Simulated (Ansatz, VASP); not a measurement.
This is a calculation of Mo for VASP 6.6.1.

File INCAR:

```
PREC = Accurate ; ENCUT = 520
EDIFF = 1E-7 ; ISMEAR = 0
SIGMA = 0.023 ; LREAL = False
LASPH = True ; NELM = 60
ALGO = Normal ; ISIF = 2
LWAVE = False ; LCHARG = True
GGA = PE ; LELF = True
LVHAR = True ; NBANDS = 13
```

File KPOINTS:

```
Automatic mesh
0
Gamma
  12 12 12
```

File POSCAR:

```
Mo
1.0
   -1.5838089719      1.5838089719      1.5838089719
    1.5838089719     -1.5838089719      1.5838089719
    1.5838089719      1.5838089719     -1.5838089719
Mo
1
Direct
    0.0000000000      0.0000000000      0.0000000000
```

Potentials or basis: VASP PAW PBE potentials, release 64 (Mo_sv).

The run is started by

```console
$ cat potpaw_PBE.64/Mo_sv/POTCAR > POTCAR
$ mpirun -np 1 vasp_std > vasp.out
```

Question: Set up the same calculation for Ansatz 0.2.0. Potentials there: all-electron LAPW, scalar-relativistic.

Answer: As run (the cutoff follows the program's own potentials):

File input.yaml:

```yaml
crystal:
  lattice:
    - [-1.5838089719, 1.5838089719, 1.5838089719]
    - [1.5838089719, -1.5838089719, 1.5838089719]
    - [1.5838089719, 1.5838089719, -1.5838089719]
  atoms:
    - { symbol: Mo, position: [0.0, 0.0, 0.0] }
kpoints:
  mp_grid: { grid: [12, 12, 12] }
scf:
  occupations: { method: gaussian, width: 0.023 }
hamiltonian:
  xc: pbe
  pseudopotentials: { kind: all_electron, lapw: { basis_error: 0.001 } }
output:
  forces: true
  stress: true
  eigenvalues: true
```

Potentials or basis: all-electron LAPW, scalar-relativistic.

Run with:

```bash
$ ansatz run input.yaml --threads 1 --pin off --max-ram 3072MiB --backend cpu --events-out ev --progress --plain --runs-dir out
```

Both were run:

|  | VASP | Ansatz | Ansatz less VASP |
| --- | --- | --- | --- |
| gap on the k mesh at the Fermi level (eV) | none | none | - |
| pressure (GPa) | -1.4 | -1.9 | -0.51 |

A gap of «none» marks a metal or a gap that the smearing closes. Ansatz ran all-electron here, so the differences hold the error of VASP's frozen core and of both bases.
